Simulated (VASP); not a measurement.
Write the native input for VASP 6.6.1 that does the following.

```
Task                   : single point
Functional             : PBEsol
Potentials or basis    : VASP PAW PBE potentials, release 64 (C)
Cutoff                 : 520 eV
k mesh                 : 16 × 16 × 10
Occupations            : gaussian, width 0.1 eV
Spin                   : no spin polarisation
Further INCAR settings : ALGO = Normal; EDIFF = 1e-06
```

The structure of C lies in POSCAR:

```
C
1.0
    2.1273203100     -1.2282824400      0.0000000000
    2.1273203100      1.2282824400      0.0000000000
   -1.3790696300      0.0000000000      3.5028300800
C
2
Direct
    0.8333555300      0.8333555300      0.0000930400
    0.1666444700      0.1666444700      0.9999069600
```

This is a stacking variant of graphite.

The input as run:

INCAR

```
PREC     = Accurate       # precision mode
ENCUT    = 520            # plane-wave cutoff, eV
EDIFF    = 1E-6           # SCF threshold, eV
ISMEAR   = 0              # smearing method
SIGMA    = 0.1            # smearing width, eV
LREAL    = False          # projectors in reciprocal space
LASPH    = True           # aspherical terms in the spheres
NELM     = 100            # most SCF steps
ALGO     = Normal         # electronic algorithm
ISIF     = 2              # what is computed and relaxed
LWAVE    = False          # write WAVECAR
LCHARG   = False          # write CHGCAR
GGA      = PS             # functional
```

KPOINTS

```
regular mesh
0
Gamma
  16 16 10
```

Potentials or basis: VASP PAW PBE potentials, release 64 (C).

Command:

```sh
$ cat potpaw_PBE.64/C/POTCAR > POTCAR
$ mpirun -np 1 vasp_std > vasp.out
```

Results of the run:

```
Pressure               : 1.6 GPa
Largest force          : 0.004 eV/Å
Band gap on the k mesh : 0.61 eV, indirect (least direct gap 0.62 eV)
```

Caveat: the PAW data sets were made with another functional, which shifts forces and pressure a little; this functional lacks dispersion, which binds the layers, so the pressure and a relaxed spacing across them are unreliable.

It took 41 s on 1 thread of AMD EPYC 9R45 96-Core Processor (Zen 5), on a shared host, peak memory 0.16 GiB.
